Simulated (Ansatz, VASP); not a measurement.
# MgO: VASP beside Ansatz

File INCAR:

```
SYSTEM = MgO
ALGO     = Normal         ! electronic algorithm
EDIFF    = 1E-6           ! SCF threshold, eV
ENCUT    = 520            ! plane-wave cutoff, eV
GGA      = PE             ! functional
ISIF     = 2              ! what is computed and relaxed
ISMEAR   = -1             ! smearing method
LASPH    = .True.         ! aspherical terms in the spheres
LCHARG   = .False.        ! write CHGCAR
LREAL    = .False.        ! projectors in reciprocal space
LWAVE    = .False.        ! write WAVECAR
NBANDS   = 11             ! bands
NELM     = 80             ! most SCF steps
PREC     = Accurate       ! precision mode
SIGMA    = 0.02           ! smearing width, eV
```

File KPOINTS:

```
k-points
0
Gamma
  10 10 10
  0 0 0
```

File POSCAR:

```
MgO
1.0
    2.6233491278      0.0582383506      0.0000000000
    0.0582383506      2.6233491278      0.0000000000
    0.0000000000      0.0000000000      2.6233491278
Mg O
1 1
Direct
    0.0000000000      0.0000000000      0.0000000000
    0.5000000000      0.5000000000      0.5000000000
```

Input for Ansatz:

```yaml
crystal:
  lattice:
    - [2.6233491278, 0.0582383506, 0.0]
    - [0.0582383506, 2.6233491278, 0.0]
    - [0.0, 0.0, 2.6233491278]
  atoms:
    - { symbol: Mg, position: [0.0, 0.0, 0.0] }
    - { symbol: O, position: [0.5, 0.5, 0.5] }
kpoints:
  mp_grid: { grid: [10, 10, 10] }
  band_path:
    path: [[0.0, 0.0, 0.0], [0.0, 0.5, 0.0], [0.5, 0.5, 0.0], [0.5, 0.5, 0.5]]
    npoints: 1
hamiltonian:
  xc: pbe
scf:
  occupations: { method: fermi_dirac, width: 0.02 }
  n_extra_bands: 4
output:
  forces: true
  stress: true
  eigenvalues: true
  write_density: true
  write_potential: true
  elf: true
  volumetric_format: npy
```

Change from the starting cell: shear_xy strain +4.4%.

Alike in both runs: task single point; functional PBE; k mesh 10 × 10 × 10; occupations fermi-dirac, width 0.02 eV; no spin polarisation.

|  | VASP | Ansatz |
| --- | --- | --- |
| version | VASP 6.6.1 | Ansatz 0.2.0 |
| potentials or method | VASP PAW PBE potentials, release 64 (Mg, O) | plane waves, PAW |
| plane-wave cutoff (eV) | 520 | 420 |
| valence electrons in the cell | 8 | 16 |

```csv
,VASP,Ansatz,Ansatz less VASP
gap on the k mesh at the Fermi level (eV),2.64,2.66,+0.020
pressure (GPa),5.7,6.5,+0.74
largest component of the traceless stress (GPa),2.41,2.40,-0.008
```

The two sets of potentials don't hold the same shells in valence.

A k mesh can miss the band edges.
